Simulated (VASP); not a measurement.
Si, 2 atoms in the cell. The structure is cubic, space group Fd-3m (No. 227). The conventional cell has a = 5.444 Å, b = 5.444 Å, c = 5.444 Å, α = 90.00°, β = 90.00°, γ = 90.00°. Si (site symmetry -43m) is surrounded by 4 Si at 2.36 Å. 

```yaml
Program: VASP 6.6.1
Task: relaxation of cell and atoms
Functional: AM05
Potentials_or_basis: VASP PAW PBE potentials, release 64 (Si)
Cutoff: 600 eV
k_mesh: 8 × 8 × 8
Occupations: fermi-dirac, width 0.05 eV
Spin: no spin polarisation
Further_INCAR_settings: ALGO = Fast; EDIFF = 1e-07; IBRION = 2; EDIFFG = -0.005; NSW = 40; ISIF = 3
```

Potentials or basis: VASP PAW PBE potentials, release 64 (Si).

Launch:

```sh
$ cat potpaw_PBE.64/Si/POTCAR > POTCAR
$ mpirun -np 1 vasp_std > vasp.out
```

Hardware: 1 thread of Intel(R) Xeon(R) Platinum 8488C (Sapphire Rapids) (shared host).

Problem. How long does it take, and how much memory?

Solution. Run time: 24 s on 1 thread of Intel(R) Xeon(R) Platinum 8488C (Sapphire Rapids), on a shared host, peak memory 0.16 GiB. Counts: scf iterations 27, k points 29, ion steps 3.
